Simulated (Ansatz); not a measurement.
In₃Sb: why energy differences converge before total energies

Computed with DFT PBEsol, scalar-relativistic, plane waves, PAW in Ansatz 0.2.0.

```xyz
4
Lattice="4.8370 0.0000 0.0000 0.0000 4.8370 0.0000 0.0000 0.0000 4.8370" Properties=species:S:1:pos:R:3 pbc="T T T"
In    2.4185    2.4185    0.0000
In    2.4185    0.0000    2.4185
In    0.0000    2.4185    2.4185
Sb    0.0000    0.0000    0.0000
```

The Γ-centred k-mesh is 10×10×10. The occupation rule is Gaussian smearing, 0.1 eV and the spin treatment is unpolarised.

A second cell has all atoms moved and the lattice slightly strained:

```yaml
crystal:
  lattice:
    - [4.89694, -0.07518, -0.03451]
    - [-0.07518, 4.80592, 0.04560]
    - [-0.03451, 0.04560, 4.79340]
  atoms:
    - { symbol: In, position: [0.47890, 0.52178, 0.02530] }
    - { symbol: In, position: [0.51996, 0.98470, 0.48108] }
    - { symbol: In, position: [0.99701, 0.50107, 0.49537] }
    - { symbol: Sb, position: [0.00468, 0.99809, 0.97991] }
```

It ran on a 6×6×6 mesh, another than the first cell's, which shifts the difference by nearly the same amount at every cutoff. Both were run at several values of the cutoff; energies per atom at zero smearing, errors against the largest value (600 eV), which isn't proved converged itself.

```csv
cutoff,"error, first cell (meV)","error, second cell (meV)"
200 eV,8475.50,8472.80
250 eV,964.72,961.48
300 eV,72.47,72.95
350 eV,3.41,3.47
420 eV,1.14,1.17
```

Q: At the largest value the second cell lies 3.87 meV/atom above the first. What is the error of that difference at each value, and where does each quantity come within 1 meV/atom?

A: The error of the difference is the second cell's error less the first's:
```csv
cutoff,difference (meV),its error (meV)
200 eV,1.17,-2.70
250 eV,0.63,-3.24
300 eV,4.34,0.48
350 eV,3.92,0.06
420 eV,3.89,0.03
```

No value below the largest brings the first cell's total energy within 1 meV/atom, while the difference is there from 300 eV on. Most of the error cancels, by a factor of about 152 in the median. A missing short wave mostly misdescribes the region near each nucleus, which both cells share; what doesn't cancel comes largely from the change of volume and bonding.

Cost: 12 runs of about 3.7 core-minutes in all, on Intel Xeon Processor @ 2.70GHz (shared hosts).